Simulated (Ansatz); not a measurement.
## AlN and the effect of the dispersion correction

The cell as given:

```
CELL_PARAMETERS angstrom
3.11300 0.00000 0.00000
-1.55650 2.69594 0.00000
0.00000 0.00000 4.98100
ATOMIC_POSITIONS crystal
Al 0.66667 0.33333 0.50000
Al 0.33333 0.66667 0.00000
N 0.66667 0.33333 0.88000
N 0.33333 0.66667 0.38000
```

Kept alike: task relaxation of cell and atoms; functional PBEsol; k mesh 10 × 10 × 6; occupations fermi-dirac, width 0.05 eV; no spin polarisation. Program: Ansatz, Ansatz PAW, cutoff 420 eV. The mesh is that of the run's cell of 4 atoms. No spin-orbit coupling.

| dispersion correction | band gap (eV) | volume (Å³/atom) | first edge of the run's cell (Å) | third edge of the run's cell (Å) |
| --- | --- | --- | --- | --- |
| D3(BJ) | 4.239 | 10.280 | 3.097 | 4.950 |
| D3(BJ)-ATM | 4.216 | 10.307 | 3.100 | 4.955 |
| D4 | 4.201 | 10.326 | 3.101 | 4.959 |
| none | 4.095 | 10.461 | 3.114 | 4.983 |

Gaps hold for each row's own relaxed cell. The relaxations keep at least the cell's symmetry (P6_3mc). Relaxations stop with a little pressure left, so the last digits of a volume or edge aren't settled. Ansatz's relaxations hold a Pulay term in the stress (up to 0.5 GPa here). A gap read on the mesh alone can miss an edge between its points. All rows use potentials made for PBE.

Task: What does the dispersion correction change here?

Result: The band gap runs from 4.095 (none) to 4.239 eV (D3(BJ)). The volume runs from 10.280 (D3(BJ)) to 10.461 Å³/atom (none). Against no correction: D3(BJ) -1.7 %; D3(BJ)-ATM -1.5 %; D4 -1.3 %. Dispersion terms mostly attract and so lower the volume; the schemes' coefficients and damping set how far. The first edge of the run's cell runs from 3.097 (D3(BJ)) to 3.114 Å (none). The third edge of the run's cell runs from 4.950 (D3(BJ)) to 4.983 Å (none).
